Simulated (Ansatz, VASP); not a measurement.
**TiC: VASP beside Ansatz**

```xyz
2
Lattice="3.0421 0.0000 0.0000 -1.5210 2.6345 0.0000 0.0000 0.0000 2.6980" Properties=species:S:1:pos:R:3 pbc="T T T"
Ti    0.0000    0.0000    1.3490
C     0.0000    1.7564    0.0000
```

The cell was built by a generator and needn't be a form met in nature.

Alike in both runs: task band structure; functional LDA; k mesh 10 × 10 × 10; occupations fermi-dirac, width 0.05 eV; no spin polarisation.

|  | VASP | Ansatz |
| --- | --- | --- |
| version | VASP 6.6.1 | Ansatz 0.2.0 |
| potentials or method | VASP PAW LDA potentials, release 64 (Ti_sv, C) | Ansatz PAW |
| plane-wave cutoff (eV) | 520 | 420 |
| valence electrons in the cell | 16 | 16 |

VASP gave:

- gap on the k mesh at the Fermi level (eV): none
- pressure (GPa): -10.9
- largest component of the traceless stress (GPa): 1.11

What did Ansatz give for the same quantities?

gap on the k mesh at the Fermi level (eV): none; pressure (GPa): -11.5; largest component of the traceless stress (GPa): 1.19.

A gap of «none» marks a metal or a gap that the smearing closes.

Caveats: the pressure holds a Pulay correction of +0.3 GPa for the finite cutoff (Ansatz); the PAW data sets come from PBE, with cores solved anew for the run's functional, which leaves a small shift of forces and pressure (Ansatz).
